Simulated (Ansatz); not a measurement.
**Bands, cutoff and cost in G0W0 for InSe (GaSe type monolayer)**

Aim: see how the G0W0 gap of InSe (GaSe type monolayer) on PBEsol moves with empty bands and screening cutoff, and what each rung costs.

Program: Ansatz 0.2.0. Level of theory: G0W0 on PBEsol, plane waves, PAW. Results are calculated unless marked as measured.

### Step 1. Set-up

The cell holds 4 atoms: 2 In and 2 Se. Cell: a = 3.952 Å, b = 3.952 Å, c = 33.900 Å, α = 90.0°, β = 90.0°, γ = 120.0°. Vacuum lies along c.

The structure was relaxed with PBEsol-D3(BJ). The runs that relaxed it are not among those shown. The default PAW set here is soft_2. Its files were made with PBE. The Coulomb interaction is cut off across the vacuum.

### Step 2. 243 empty bands, screening to 38 eV

G0W0 replaces the xc potential by the self-energy, built once from these orbitals. Only a window of levels is corrected, while the sums run over the empty bands that the input names.

Contents of input.yaml:

```yaml
crystal:
  lattice:
    - [3.9522880465, 0.0, 0.0]
    - [-1.9761440233, 3.4227818513, 0.0]
    - [0.0, 0.0, 33.9]
  atoms:
    - { symbol: In, position: [0.3333333333, 0.6666666667, 0.5406066129] }
    - { symbol: In, position: [0.3333333333, 0.6666666667, 0.4593933871] }
    - { symbol: Se, position: [0.6666666667, 0.3333333333, 0.5789270388] }
    - { symbol: Se, position: [0.6666666667, 0.3333333333, 0.4210729612] }
  periodic: [true, true, false]
kpoints:
  mp_grid: { grid: [6, 6, 1] }
hamiltonian:
  xc: pbesol
scf:
  occupations: { method: fixed }
gw:
  n_empty_bands: 243
  ecut_chi: 38
  qp_bands: [v2, c2]
  qp_kpoints: band_edges
  screening: { model: contour_deformation }
```

Run with:

```sh
$ ansatz run input.yaml --threads 3 --pin off --max-ram 92160MiB --backend cuda --events-out ev --progress --plain --runs-dir out --devices 1 --max-vram 13GiB
```

Numbers of over 12 decimals in the logs are rounded to 6 here.

Log:

```text
GPUs: using 1 of 1 available (devices: 1).
Engine: ansatz 0.2.0, x86_64-unknown-linux-gnu
Pseudopotentials: kind: paw
Pseudopotential: In, paw, valence charge 13, recommended cutoff 420 eV (normal), In.paw.azcp
Pseudopotential: Se, paw, valence charge 16, recommended cutoff 420 eV (normal), Se.paw.azcp
Functional definition: PBEsol
  exchange = pbesol_x
  correlation = pbesol_c
device memory: the entry about to start is reckoned to put 4.1 GiB on a device that reports 26.0 GiB free (of which the cap on the GPU budget leaves the run 13.0 GiB)
GPU FFT provider: cuFFT
GPU libraries: cuBLAS 13.8.2, cuFFT 12.4.0, cuSOLVER 12.3.4
Crystal: 4 atoms, lattice volume = 458.593 Å³
Basis set: ecut = 420 eV, 9041 PW (Γ)
Bands: 35, of which v1, the nominal top of the filled ones, is band 29 counted from 1 (28 counted from 0)
Symmetry: 12 space group operations
Space group: P-6m2 (ITA 187), of the structure as read, at distance tolerance 7.7e-5 Å
k-points: 7 of 36 (time reversal used)
Non-local potential: In, projectors of the file, l = 0: 2, l = 1: 2, l = 2: 2, l = 3: 2
Non-local potential: Se, projectors of the file, l = 0: 2, l = 1: 2, l = 2: 3, l = 3: 1
PAW form: soft (Blöchl's): semilocal exchange-correlation on the pseudo side does not see the compensation charge
PAW frozen core: In, regenerated for the run's functional, and the local potential with it (the file was generated under x = pbe(κ = 0.804, μ = 0.219515), c = pbe(β = 0.066725))
PAW frozen core: Se, regenerated for the run's functional, and the local potential with it (the file was generated under x = pbe(κ = 0.804, μ = 0.219515), c = pbe(β = 0.066725))
PAW one-centre angular grid: In, 590 points (default); XC on 64 Gauss nodes
PAW one-centre angular grid: Se, 590 points (default); XC on 64 Gauss nodes
Initial density: superposition of atomic densities (neutral atoms: chi_scale 0, normalization atom), corrected by the library's trained network
Initial wavefunctions: pseudopotential atomic-orbital guess
GPU buffer pool allocated for 174960 grid points (all kernels)
GPU transforms: local potential and band sums: pruned to the plane-wave sphere, on 25×27×225
Functional: x = pbesol(κ = 0.804, μ = 0.123457), c = pbesol(β = 0.046)
SCF iter   1: F=—  HF=-21901.111835 eV  |F-HF|=—  |Δ(HF+E_count)|=         —  Δρ=2.29e-3  dr2=5.98e-2  ethr=1.77e-3  ⟨swp⟩=6.9  Hψ=1010  notcnv=0  defer=27
preconditioner: auto → Resta (q_TF=auto, 1.933 Å⁻¹)  ε∞=1.6  [insulator: Δε(μ)=1.834 eV  Ē_g=13.896 eV  n_scr=62 (ndim 8)  ℏωp=10.7 eV  f_vac=0.738  ε∞_Penn≈1.6  vacuum switching on, ρ_ref=1.4e-2 e/Å³]
SCF iter   2: F=—  HF=-21901.103415 eV  |F-HF|=—  |Δ(HF+E_count)|=   8.42e-3  Δρ=1.09e-3  dr2=2.79e-2  ethr=1.03e-4  ⟨swp⟩=3.9  Hψ=507  notcnv=0  defer=28
SCF iter   3: F=—  HF=-21901.098640 eV  |F-HF|=—  |Δ(HF+E_count)|=   4.78e-3  Δρ=4.90e-4  dr2=1.40e-3  ethr=4.81e-5  ⟨swp⟩=3.3  Hψ=310  notcnv=0  defer=28
SCF iter   4: F=—  HF=-21901.098824 eV  |F-HF|=—  |Δ(HF+E_count)|=   1.84e-4  Δρ=1.94e-4  dr2=1.64e-4  ethr=2.42e-6  ⟨swp⟩=3.1  Hψ=463  notcnv=0  defer=28
SCF iter   5: F=—  HF=-21901.098825 eV  |F-HF|=—  |Δ(HF+E_count)|=   1.28e-6  Δρ=7.00e-5  dr2=1.79e-5  ethr=2.82e-7  ⟨swp⟩=2.6  Hψ=447  notcnv=0  defer=28
SCF iter   6: F=—  HF=-21901.098840 eV  |F-HF|=—  |Δ(HF+E_count)|=   1.44e-5  Δρ=1.29e-5  dr2=1.10e-6  ethr=3.08e-8  ⟨swp⟩=2.4  Hψ=333  notcnv=0  defer=28
SCF iter   7: F=-21901.098840 eV  HF=-21901.098840 eV  |F-HF|=5.62e-8  |Δ(HF+E_count)|=   4.48e-7  Δρ=2.44e-6  dr2=2.11e-8  ethr=1.72e-10  ⟨swp⟩=18.3  Hψ=1714  notcnv=0
SCF 1 converged in 7 iterations: F = -21901.098840 eV  dr2 = 2.11e-8
  greatest PAW one-centre occupation: 1.000 electrons in one spin orbital (limit 2), on the Se atom at site 3 (counted from 0), in its partial waves of l = 2
device memory: the entry about to start is reckoned to put 5.6 GiB (of the 5.6 GiB reckoned in all, the device holds 0.1 GiB already) on a device that reports 25.9 GiB free (of which the cap on the GPU budget leaves the run 12.9 GiB)
NSCF: frozen V_eff on 7 k-points
the band table was solved once the SCF had ended and its energy, with any forces and stress, was formed, with the checks that follow a solve (1385 applications of the Hamiltonian). They found nothing against the state; the energy, forces and stress were not computed again (output.eigenvalues in the input reference)
device memory: the entry about to start is reckoned to put 5.8 GiB on a device that reports 26.0 GiB free (of which the cap on the GPU budget leaves the run 13.0 GiB)
NSCF: frozen V_eff on 7 k-points
G₀W₀ screening: q 1/7
[... further progress lines ...]
SCF converged after 7 iterations
Free energy (F): -21901.098840 eV
Harris-Foulkes:  -21901.098840 eV  (|F-HF|=5.62e-8)
Internal energy: -21901.098840 eV  (E = F + TS)
E sigma→0 (E₀):  -21901.098840 eV
Fermi energy:    -6.051999 eV
--- Per-component energies (eV) ---
  E_band       = -1636.749824
  E_kinetic    = 724.273241
  E_local      = -140569.617033  (includes V_loc(G=0)·N_el)
  E_nonlocal   = -448.549888
  E_hartree    = 69611.513607
  E_xc         = -633.232297
  E_vxc        = -395.396599  (∫ρ·V_xc dr)
  E_paw        = -11904.113692  (= ΣΔE_a)
  E_vpaw       = -170.473550  (= ΣTr[D̂ρ^β])
  E_aug_tail   = -0.001145  (compensation charges beyond the density's cutoff)
  E_ewald      = 61316.139662
  E_core_change = 2.488706  (= ΣΔE_core)
  E_smearing   = -0.000000  (= −TS)
  E_closure    = -0.000000  (closes the sum)
  Σ components = -21901.098840   (vs F -21901.098840, Δ=0.00e0)
--- Band table (eV; the first three rows and the last of 7) ---
  k-point 0: bands = [... 25 lower, -6.3716, -6.2930, -6.2930, -6.1333, -4.2185, -3.0455, -0.7778 (-0.7778°), -0.7778 (-0.7778°), ... 2 higher]
  k-point 1: bands = [... 25 lower, -7.4376, -6.7058, -6.5892, -6.0520, -3.2597, -2.4107, -1.4298 (-1.4298°), -0.6231 (-0.6232°), ... 2 higher]
  k-point 2: bands = [... 25 lower, -7.7986, -7.2614, -7.0894, -6.3747, -3.5256, -3.2082, -1.4808, -1.1308, ... 2 higher]
  k-point 6: bands = [... 25 lower, -8.8795, -7.8175, -7.3244, -7.1377, -3.5455, -2.7255, -1.9740, -1.0223, ... 2 higher]
  ° read free of the cell's end (the report's vacuum.weakly_bound_levels)
--- G₀W₀: contour deformation, 6 samples at zero and on the imaginary axis and 2 off it, 36 q-points, 243 empty bands' worth ---
  eigenvalues of the whole cell's RPA ε∞ on this k-mesh (on a slab, of 1 + 4πα/V) = 1.2065, 2.8460, 2.8460; static W/v taken at q = 0 is 0.531879
  bands read: the sum over 272 bands ends inside a degenerate multiplet in 1 slot, whose members it reads at an even weight; the widest, k=0: bands 272 to 273 (counted from 1) at 1/2 each
  gw.qp_kpoints: band_edges: 6 of 7 stored k-points solved, in 1 pass; an edge of the gap read off the rows below is read off those points alone
    valence top: of the k-points left out ik 5 came nearest to being solved in a further pass, in band 29 (counted from 1, as in the quasiparticle table): it holds the edge there only if its correction is more favourable than any solved in that band by at least 0.689 eV; those differ by 0.075 eV
    conduction bottom: of the k-points left out ik 5 came nearest to being solved in a further pass, in band 30 (counted from 1, as in the quasiparticle table): it holds the edge there only if its correction is more favourable than any solved in that band by at least 0.634 eV; those differ by 0.550 eV
    ik  band        ε_KS         Σx   Σc(E_QP)       V_xc       Z   E_QP_lin       E_QP  E_QP is
     0    28     -6.2930   -18.1189     1.9727   -15.9116  0.7482    -6.5289    -6.5276  root
     0    29     -6.1333   -15.3309     1.5624   -13.3947  0.7504    -6.5106    -6.5072  root
     0    30     -4.2185    -9.8446    -2.7170   -13.4685  0.7796    -3.2938    -3.3117  root
     0    31     -3.0455    -8.3059    -3.2948   -12.5617  0.7822    -2.0627    -2.0845  root
     1    28     -6.5892   -17.8990     2.0425   -15.5858  0.7450    -6.8617    -6.8599  root
     1    29     -6.0520   -15.6084     1.5604   -13.7020  0.7522    -6.4008    -6.3980  root
     1    30     -3.2597   -10.5438    -2.9117   -14.4858  0.7685    -2.2007    -2.2294  root
     1    31     -2.4107    -7.4877    -3.4233   -11.7916  0.7761    -1.5037    -1.5302  root
     2    28     -7.0894   -17.6219     2.1887   -15.1096  0.7385    -7.4159    -7.4130  root
     2    29     -6.3747   -15.6834     1.5741   -13.7751  0.7512    -6.7117    -6.7090  root
     2    30     -3.5256    -7.4099    -3.0352   -11.1508  0.7789    -2.8081    -2.8200  root
     2    31     -3.2082   -10.0816    -3.0972   -14.2460  0.7700    -2.1096    -2.1411  root
     3    28     -7.3076   -17.5178     2.2549   -14.9199  0.7355    -7.6541    -7.6506  root
     3    29     -7.0137   -14.9669     1.6283   -12.9407  0.7467    -7.4160    -7.4116  root
     3    30     -3.7070    -8.1977    -2.8603   -11.7392  0.7754    -3.0152    -3.0259  root
     3    31     -3.5719    -9.7628    -3.0086   -13.7962  0.7750    -2.5205    -2.5472  root
     4    28     -7.3548   -17.2275     2.1851   -14.6938  0.7346    -7.7070    -7.7033  root
     4    29     -6.1530   -15.8876     1.5803   -13.9844  0.7522    -6.4783    -6.4759  root
     4    30     -2.7299   -10.9558    -3.1785   -15.2818  0.7595    -1.5404    -1.5823  root
     4    31     -2.6515    -7.8055    -3.2025   -11.7867  0.7693    -1.8554    -1.8727  root
     6    28     -7.3244   -16.9472     2.4150   -14.1299  0.7201    -7.7328    -7.7267  root
     6    29     -7.1377   -14.9831     1.5742   -13.0321  0.7526    -7.5181    -7.5145  root
     6    30     -3.5455    -7.1525    -2.9372   -10.6874  0.7764    -2.9396    -2.9479  root
     6    31     -2.7255   -10.3120    -3.2571   -14.7050  0.7655    -1.5495    -1.5895  root
```

Run time: 23 s. Hardware: 1 × NVIDIA H100 80GB HBM3 (shared by 6 runs) with 3 threads of AMD EPYC 7R13 (Zen 3), shared host; peak memory 1.6 GiB; 34 s of CPU time.

Numbers from this step:

```yaml
bands_summed: 272
plane_waves_in_the_screening_matrix: 197
q_points_in_the_mesh: 36
g0w0_gap_on_the_mesh: 3.086 eV
k_of_the_valence_top: 0, 0.1667, 0
k_of_the_conduction_bottom: 0, 0, 0
starting_gap_on_the_mesh: 1.833 eV
z_at_the_valence_top: 0.7522
z_at_the_conduction_bottom: 0.7796
least_direct_g0w0_gap_on_the_computed_points: 3.195 eV
```

The gap on the mesh goes from 1.83 eV to 3.09 eV, a correction of +1.25 eV. Between the two edge states, bare exchange in place of the xc potential would open the gap by 5.53 eV, and correlation takes back 4.28 eV.

### Step 3. 609 empty bands, screening to 70 eV

Another rung: the empty bands reach about as high as the screening cutoff, so the two stay in balance.

Edit input.yaml of step 2 so:

```diff
@@ -17,5 +17,6 @@
   occupations: { method: fixed }
+  convergence: { dr2_threshold: 1.0e-10 }
 gw:
-  n_empty_bands: 243
-  ecut_chi: 38
+  n_empty_bands: 609
+  ecut_chi: 70.0
   qp_bands: [v2, c2]
```

Log:

```text
GPUs: using 1 of 1 available (devices: 1).
[...]
GPU FFT provider: cuFFT
GPU libraries: cuBLAS 13.8.2, cuFFT 12.4.0, cuSOLVER 12.3.4
Crystal: 4 atoms, lattice volume = 458.593 Å³
Basis set: ecut = 420 eV, 9041 PW (Γ)
Bands: 35, of which v1, the nominal top of the filled ones, is band 29 counted from 1 (28 counted from 0)
Symmetry: 12 space group operations
[...]
k-points: 7 of 36 (time reversal used)
[...]
GPU buffer pool allocated for 174960 grid points (all kernels)
[...]
SCF iter   1: F=—  HF=-21901.111835 eV  |F-HF|=—  |Δ(HF+E_count)|=         —  Δρ=2.29e-3  dr2=5.98e-2  ethr=1.77e-3  ⟨swp⟩=6.9  Hψ=1010  notcnv=0  defer=27
[...]
SCF iter   9: F=-21901.098840 eV  HF=-21901.098840 eV  |F-HF|=2.44e-10  |Δ(HF+E_count)|=  3.46e-10  Δρ=1.12e-7  dr2=3.95e-11  ethr=1.00e-12  ⟨swp⟩=20.4  Hψ=1549  notcnv=0
SCF 1 converged in 9 iterations: F = -21901.098840 eV  dr2 = 3.95e-11
[...]
NSCF: frozen V_eff on 7 k-points
[...]
G₀W₀ screening: q 1/7
[... further progress lines ...]
SCF converged after 9 iterations
Free energy (F): -21901.098840 eV
[...]
Internal energy: -21901.098840 eV  (E = F + TS)
E sigma→0 (E₀):  -21901.098840 eV
Fermi energy:    -6.051980 eV
[...]
--- Band table (eV; the first three rows and the last of 7) ---
  k-point 0: bands = [... 25 lower, -6.3716, -6.2930, -6.2930, -6.1333, -4.2185, -3.0455, -0.7778 (-0.7778°), -0.7778 (-0.7778°), ... 2 higher]
  k-point 1: bands = [... 25 lower, -7.4376, -6.7057, -6.5891, -6.0520, -3.2597, -2.4107, -1.4298 (-1.4298°), -0.6231 (-0.6232°), ... 2 higher]
  k-point 2: bands = [... 25 lower, -7.7986, -7.2613, -7.0893, -6.3746, -3.5256, -3.2082, -1.4808, -1.1308, ... 2 higher]
  k-point 6: bands = [... 25 lower, -8.8795, -7.8175, -7.3244, -7.1376, -3.5455, -2.7255, -1.9740, -1.0223, ... 2 higher]
  ° read free of the cell's end (the report's vacuum.weakly_bound_levels)
[...]
0    28     -6.2930   -18.1189     1.6666   -15.9116  0.7427    -6.8410    -6.8336  root
     0    29     -6.1333   -15.3309     1.3152   -13.3946  0.7460    -6.7643    -6.7543  root
     0    30     -4.2185    -9.8446    -2.9667   -13.4685  0.7764    -3.5531    -3.5614  root
     0    31     -3.0455    -8.3058    -3.5319   -12.5616  0.7806    -2.3099    -2.3216  root
     1    28     -6.5891   -17.8989     1.7468   -15.5858  0.7399    -7.1641    -7.1555  root
     1    29     -6.0520   -15.6084     1.2940   -13.7020  0.7479    -6.6738    -6.6644  root
     1    30     -3.2597   -10.5438    -3.2067   -14.4858  0.7649    -2.5117    -2.5245  root
     1    31     -2.4107    -7.4877    -3.6511   -11.7916  0.7748    -1.7448    -1.7580  root
[...]
6    28     -7.3244   -16.9472     2.1703   -14.1299  0.7150    -7.9886    -7.9714  root
     6    29     -7.1376   -14.9831     1.2953   -13.0321  0.7506    -7.8051    -7.7932  root
     6    30     -3.5455    -7.1524    -3.0806   -10.6874  0.7758    -3.0866    -3.0911  root
     6    31     -2.7255   -10.3120    -3.5953   -14.7050  0.7629    -1.9111    -1.9278  root
```

Elapsed: 97 s, on 1 × NVIDIA H100 80GB HBM3 (shared by 6 runs) with 3 threads; peak memory 2.4 GiB; 2.5 min of CPU time.

This step gave:

```
bands summed                                 : 638
plane waves in the screening matrix          : 617
q-points in the mesh                         : 36
G0W0 gap on the mesh                         : 3.103 eV
k of the valence top                         : 0, 0.1667, 0
k of the conduction bottom                   : 0, 0, 0
starting gap on the mesh                     : 1.833 eV
Z at the valence top                         : 0.7479
Z at the conduction bottom                   : 0.7764
least direct G0W0 gap on the computed points : 3.193 eV
```

Against the run with 6×6×1 mesh, 243 empty bands, screening to 38 eV, the gap moves by +0.017 eV.

### Step 4. Side by side

Times are wall times on 1 × NVIDIA H100 80GB HBM3 (shared by 6 runs) with 3 threads of AMD EPYC 7R13 (Zen 3), shared host, good to a factor of about two.

| mesh | files | frequency | bands summed | cutoff (eV) | start (eV) | G0W0 (eV) | time | host memory (GiB) |
| --- | --- | --- | --- | --- | --- | --- | --- | --- |
| 6×6×1 | default PAW | contour deformation | 272 | 38 | 1.833 | 3.086 | 23 s | 1.6 |
| 6×6×1 | default PAW | contour deformation | 638 | 70 | 1.833 | 3.103 | 97 s | 2.4 |

The parts of the quasiparticle energy at the two band edges (eV; QP = start + Σx + Σc − Vxc):

| run | edge | start | Σx | Σc | Vxc | Z | QP |
| --- | --- | --- | --- | --- | --- | --- | --- |
| 272 bands | valence top | -6.05 | -15.61 | 1.56 | -13.70 | 0.75 | -6.40 |
| 272 bands | conduction bottom | -4.22 | -9.84 | -2.72 | -13.47 | 0.78 | -3.31 |
| 638 bands | valence top | -6.05 | -15.61 | 1.29 | -13.70 | 0.75 | -6.66 |
| 638 bands | conduction bottom | -4.22 | -9.84 | -2.97 | -13.47 | 0.78 | -3.56 |

### Step 5. Summary of results

| Item | Value |
| --- | --- |
| 272 bands, 38 eV | 3.086 eV |
| 638 bands, 70 eV | 3.103 eV |
| estimated limit in bands and cutoff | 3.12 eV |
| mesh and start | 6×6×1, PBEsol |

In words: A line in one over the bands through the two rungs gives 3.12 eV, +0.01 eV from the top rung; with two points alone it is an unchecked estimate. The rungs stand 0.03 eV (272 bands) and 0.01 eV (638 bands) from it. From 272 to 638 bands the gap moves by +0.02 eV while the time grows 4.3-fold. Σc changes by −0.27 eV at the valence top and −0.25 eV at the conduction bottom, so the levels themselves move more than the gap between them. The mesh in the plane is coarse for a sheet; gap and any exciton binding can still move on denser ones. The many-body steps are scalar-relativistic: spin-orbit coupling is not in them.

[Paths, hosts, dates, memory and timing lines, banners, echoed tables and standing remarks are left out of the program output.]

[Logs are printed without paths, hosts, clocks, repeated set-up lines and the standing remarks that a program may print on its own settings, such as how far it seeks lower states.]

[Runs of the session that timed out or met a known fault of the program may be left out.]

[Cells called generated may have been cut or substituted from an entry of the Crystallography Open Database or the Materials Project.]

[Hosts, paths, dates, database ids (printed as entryN), source tags and the programs' standing remarks are cut or masked in the printed files.]
